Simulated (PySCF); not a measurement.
Molecule: `O=Cc1ccccc1`, C$_{7}$H$_{6}$O.

Geometry:
```tsv
atom	x (Å)	y (Å)	z (Å)
O1	2.877	-1.438	-0.093
C2	2.333	-0.370	-0.217
C3	0.880	-0.141	-0.060
C4	0.352	1.144	-0.217
C5	-1.015	1.361	-0.067
C6	-1.855	0.290	0.240
C7	-1.332	-0.997	0.398
C8	0.032	-1.213	0.249
H9	2.921	0.550	-0.470
H10	1.022	1.975	-0.459
H11	-1.429	2.364	-0.190
H12	-2.929	0.459	0.358
H13	-1.996	-1.830	0.639
H14	0.475	-2.205	0.366
```

Geometry PBE0-D3(BJ)/def2-SVP throughout; GIAO in PySCF, gas phase, one conformer, non-relativistic; equivalent atoms averaged; basis pcSseg-1.

For orientation, BP86 gives these shifts δ (against H2O, TMS at the same level): O1 652.8, C2 191.3, C6 137.6, C4/C8 133.6, C3 138.1, C5/C7 132.5, H9 10.05, H10/H14 7.84, H12 7.55 ppm.

A run gave: O1 626.0, C2 185.4, C6 133.4, C4/C8 129.6, C3 133.8, C5/C7 128.3, H9 9.92, H10/H14 7.76, H12 7.46 ppm (shifts δ (against H2O, TMS at the same level)).

Question: Which functional was used in that run?
A. OPBE
B. CAM-B3LYP
C. B97-2
D. B97-D

Answer: D. C3 tells them apart best: B97-D gives 133.8, CAM-B3LYP gives 144.5, B97-2 gives 136.8, OPBE gives 130.6 ppm.
